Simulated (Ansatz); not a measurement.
All numbers below come from DFT PBE, scalar-relativistic, plane waves, PAW in Ansatz 0.2.0. All cells share a 420 eV cutoff and Γ-centred k meshes spaced at most about 0.3 Å⁻¹ (2π included). No spin polarisation.

Temperature and zero-point effects are left out.

Compare these two cells of MgS, each relaxed at this level.

A. Space group Pm-3n (No. 223), cubic, a = 6.985 Å. Around Mg lie 4 S at 2.47 Å; S has 4 Mg at 2.47 Å.

B. Space group P6_3mc (No. 186), hexagonal, a = 4.054 Å, c = 6.491 Å. Around Mg lie 4 S at 2.47 Å; S has 4 Mg at 2.47 Å.

Problem. Which is lower in energy, and by how much?

Solution. B is lower, by 76 meV/atom. A has space group Pm-3n (No. 223), 28.4 Å³/atom and a gap of 3.05 eV on its mesh; B has the wurtzite type, space group P6_3mc (No. 186), 23.1 Å³/atom and a gap of 3.38 eV. The denser one is the lower, and pressure would at first widen the difference. Origin: A, invented; B, reached from a Materials Project cell, among other starts. The lowest form computed isn't among them: it has the rock salt type, space group Fm-3m (No. 225), 17.9 Å³/atom, is reached from a cell as deposited in COD and lies 5 meV/atom below the best shown. Checks on A: no imaginary mode at Γ (other wave vectors untested).

Kohn–Sham gaps at this level usually fall short of measured ones. Some structure types and database cells were kept out of the candidates from the start, so a known form may be missing.
